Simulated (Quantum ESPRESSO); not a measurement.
# Collinear magnetic orders of CoO with Quantum ESPRESSO, part 3 of 3

A self-consistent run ends on one state, which hangs on the start. Several orders of CoO are started in Quantum ESPRESSO and their energies compared.

Quantum ESPRESSO 7.5; LDA with U = 2.1 eV on Co d (ortho-atomic projectors); plane waves with GBRV 1.5 LDA potentials, no spin-orbit coupling.

So far, absolute magnetization (μB): step 2 (start 1: ferro +) 2.94.

## Step 6: Start 5: no spin polarisation

pw.in reads:

```
&CONTROL
  calculation = 'scf'
  prefix = 'pwscf'
  outdir = './tmp'
  pseudo_dir = './pseudo'
  disk_io = 'nowf'
  tprnfor = .true.
  tstress = .true.
/
&SYSTEM
  ibrav = 0
  nat = 2
  ntyp = 2
  ecutwfc = 40
  ecutrho = 280
  nbnd = 18
  occupations = 'smearing'
  smearing = 'fd'
  degauss = 0.00999582
/
&ELECTRONS
  conv_thr = 4d-09
  electron_maxstep = 150
  mixing_beta = 0.3
/
ATOMIC_SPECIES
Co     58.9332 co_lda_v1.2.uspp.F.UPF
O      15.9990 o_lda_v1.2.uspp.F.UPF
CELL_PARAMETERS bohr
  -2.8497069959    2.8497069959    3.9821207230
   2.8497069959   -2.8497069959    3.9821207230
   2.8497069959    2.8497069959   -3.9821207230
ATOMIC_POSITIONS crystal
Co      0.0000000000    0.0000000000    0.0000000000
O       0.5000000000    0.5000000000    0.0000000000
K_POINTS automatic
10 10 10 0 0 0
HUBBARD {ortho-atomic}
U Co-3d 2.1000
```

Command:

```console
> OMP_NUM_THREADS=1 mpirun -n 2 pw.x -nk 2 -in pw.in > pw.out
```

What it wrote:

```text
     [... lines left out ...]
Program PWSCF v.7.5 starts
     [... lines left out ...]
     number of atoms/cell      =            2
     [... lines left out ...]
     number of electrons       =        23.00
     number of Kohn-Sham states=           18
     kinetic-energy cutoff     =      40.0000  Ry
     charge density cutoff     =     280.0000  Ry
     scf convergence threshold =      4.0E-09
     [... lines left out ...]
     16 Sym. Ops., with inversion, found
     [... lines left out ...]
     number of k points=   102  Fermi-Dirac smearing, width (Ry)=  0.0100
     [... lines left out ...]
     iteration # 12     ecut=    40.00 Ry     beta= 0.30
     [... lines left out ...]
     Tr[ns(  1)] =   7.56541
     [... lines left out ...]
     the Fermi energy is    13.3057 ev
!    total energy              =    -330.43435306 Ry
     estimated scf accuracy    <          1.2E-10 Ry
     smearing contrib. (-TS)   =      -0.00935223 Ry
     [... lines left out ...]
     convergence has been achieved in  12 iterations
     [... lines left out ...]
     Total force =     0.000000     Total SCF correction =     0.000000
     [... lines left out ...]
          total   stress  (Ry/bohr**3)                   (kbar)     P=     -335.93
     [... lines left out ...]
```

Run time: 20 s. Hardware: 2 MPI ranks of Arm Neoverse N1, shared host; peak memory 0.15 GiB.

Numbers from this step:

```
smearing term TS : 0.1272 eV
pressure         : -33.59 GPa
final state      : non-magnetic (no spin polarisation)
```

## Step 7: A faulty input

One input was spoiled on purpose, to see how the program answers.

pw.in reads:

```
&CONTROL
  calculation = 'scf'
  prefix = 'pwscf'
  outdir = './tmp'
  pseudo_dir = './pseudo'
  disk_io = 'nowf'
  tprnfor = .true.
  tstress = .true.
/
&SYSTEM
  ibrav = 0
  nat = 2
  ntyp = 2
  ecutwfc = 40
  ecutrho = 280
  nbnd = 20
  occupations = 'smearing'
  smearing = 'fd'
  degauss = 0.00999582
  nspin = 2
  starting_magnetization(1) = 0.1765
  starting_magnetization(2) = 0
&ELECTRONS
  conv_thr = 4d-09
  electron_maxstep = 50
  mixing_beta = 0.3
/
ATOMIC_SPECIES
Co     58.9332 co_lda_v1.2.uspp.F.UPF
O      15.9990 o_lda_v1.2.uspp.F.UPF
CELL_PARAMETERS angstrom
  -1.5080000000    1.5080000000    2.1072475377
   1.5080000000   -1.5080000000    2.1072475377
   1.5080000000    1.5080000000   -2.1072475377
ATOMIC_POSITIONS crystal
Co      0.0000000000    0.0000000000    0.0000000000
O       0.5000000000    0.5000000000    0.0000000000
K_POINTS automatic
10 10 10 0 0 0
HUBBARD {ortho-atomic}
U Co-3d 2.1000
```

What it wrote:

```text
     [... lines left out ...]
Program PWSCF v.7.5 starts
     Error in routine  read_namelists (1):
      bad line in namelist &system: "&ELECTRONS" (error could be in the previous line)
 %%%%%%%%%%%%%%%%%%%%%%%%%%%%%%%%%%%%%%%%%%%%%%%%%%%%%%%%%%%%%%%%%%%%%%%%%%%%%%
     stopping ...
```

Run time: 0.52 s. Hardware: 2 MPI ranks; peak memory 0.07 GiB.

The program refused the input before any cycle.

The program's message: “read_namelists (1): bad line in namelist &system: "&ELECTRONS" (error could be in the previous line)”

The fault put into the input: a namelist without its slash.

## Step 8: Energies of the orders

An order is kept where moments of 0.15 μB or more survive with the typed signs; meshes match where a doubled cell samples the same k points as the first cell.

Orders:

| start | final state | typed order kept | energy over the lowest (meV a seeded atom) | largest site moment (μB) | net moment (μB a cell of the first run) | mesh matched | CPU time (s) |
| --- | --- | --- | --- | --- | --- | --- | --- |
| ferro + | ferromagnetic | yes | 83.09 | 2.515 | 2.929 | yes | 120.5 |
| antiferro q=(1/2,1/2,1/2) +- | antiferromagnetic | yes | 154.5 | 2.334 | 0 | yes | 430.2 |
| antiferro q=(0,1/2,0) +- | antiferromagnetic | yes | 0 | 2.442 | 0 | yes | 869.9 |
| antiferro q=(0,0,1/2) +- | antiferromagnetic | yes | 119.8 | 2.426 | 0 | yes | 838.9 |
| no spin polarisation | non-magnetic | - | 610.6 | 0 | 0 | yes | 39.58 |

## Step 9: Fillings of the first corrected shells

| start | type | spin | occupation numbers |
| --- | --- | --- | --- |
| ferro + | Co | up | 0.986 0.990 0.993 0.993 0.994 |
| ferro + | Co | down | 0.162 0.164 0.657 0.697 0.697 |
| antiferro q=(1/2,1/2,1/2) +- | Co1 | up | 0.957 0.963 0.990 0.990 0.992 |
| antiferro q=(1/2,1/2,1/2) +- | Co1 | down | 0.138 0.147 0.679 0.679 0.839 |
| antiferro q=(1/2,1/2,1/2) +- | Co2 | up | 0.138 0.147 0.679 0.679 0.839 |
| antiferro q=(1/2,1/2,1/2) +- | Co2 | down | 0.957 0.963 0.990 0.990 0.992 |
| antiferro q=(0,1/2,0) +- | Co1 | up | 0.981 0.982 0.992 0.992 0.993 |
| antiferro q=(0,1/2,0) +- | Co1 | down | 0.189 0.192 0.629 0.659 0.748 |
| antiferro q=(0,1/2,0) +- | Co2 | up | 0.189 0.192 0.630 0.659 0.747 |
| antiferro q=(0,1/2,0) +- | Co2 | down | 0.981 0.982 0.992 0.993 0.993 |
| antiferro q=(0,0,1/2) +- | Co1 | up | 0.970 0.978 0.990 0.992 0.993 |
| antiferro q=(0,0,1/2) +- | Co1 | down | 0.140 0.155 0.507 0.663 0.958 |
| antiferro q=(0,0,1/2) +- | Co2 | up | 0.140 0.155 0.507 0.663 0.958 |
| antiferro q=(0,0,1/2) +- | Co2 | down | 0.970 0.978 0.990 0.992 0.993 |

## Step 10: Results

| Quantity | Value |
| --- | --- |
| moments, largest by run | 2.51, 2.33, 2.44, 2.43, 0 μB |
| spread of the energies of the runs with moments | 154 meV a seeded atom |

What this shows: Under a U these runs seem to end in unlike orbital states: the fillings of their corrected shells differ, or their energies lie too far apart for exchange alone. The differences are then no exchange energies, and the ranking says little of the magnetic order. Seeding all runs from one set of occupation matrices is the usual remedy. Energies are free energies at an electronic temperature of 1580 K, which lowers moments and differences where the moments are itinerant. The smearing term is large for its width, so states at the Fermi level are partly filled: at this level the cell is a metal or has a gap of a few widths at most.

[Logs and program files are shortened in this print: banners, set-up blocks, solver, clock and traceback lines can be left out without a mark of their own.]

[Logs are printed without paths, hosts, clocks, repeated set-up lines and the standing remarks that a program may print on its own settings, such as how far it seeks lower states.]

[Hosts, paths, dates, database ids (printed as entryN), source tags and the programs' standing remarks are cut or masked in the printed files.]

[Where a cell is said to come from a database of computed structures, the database is the Materials Project.]
